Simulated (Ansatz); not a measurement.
Runs of Ansatz 0.2.0 on SiO2. The structure is tetragonal, space group I4_122 (No. 98). Conventional cell: a = 5.676 Å, b = 5.676 Å, c = 11.320 Å, α = 90.00°, β = 90.00°, γ = 90.00°. Si (site symmetry 2) is surrounded by 4 O at 1.63 to 1.64 Å. O (site symmetry 2) is surrounded by 2 Si at 1.63 Å. O (site symmetry 2) is surrounded by 2 Si at 1.64 Å. The cell comes from a database or a generator and needn't be the stable form of this composition.

| level | gap on the mesh (eV) | pressure (GPa) | relaxed volume (Å³/atom) |
| --- | --- | --- | --- |
| PBE+D3(BJ) | 4.85 | 0.0 | (a) |
| PBE+D3(BJ)-ATM | 4.85 | 0.0 | (b) |
| PBE+D4 | 4.85 | 0.0 | 14.84 |
| PBE | 4.84 | 0.0 | 15.20 |

Alike in all rows: task relaxation of cell and atoms; potentials or basis Ansatz PAW; no spin polarisation; cell relaxed; k mesh 7 × 7 × 7; cutoff (eV) 420; smearing fermi-dirac 0.05 eV.

Question: Estimate the missing entries.

Answer: (a) 14.87; (b) 14.90.

Caveats: odd divisions of the mesh miss points on the zone boundary, where band edges often lie, so the gap on the mesh can be too wide; the plane-wave basis is chosen anew once the cell has moved, so the energies of steps on either side of that aren't comparable.

A k mesh can miss the band edges.
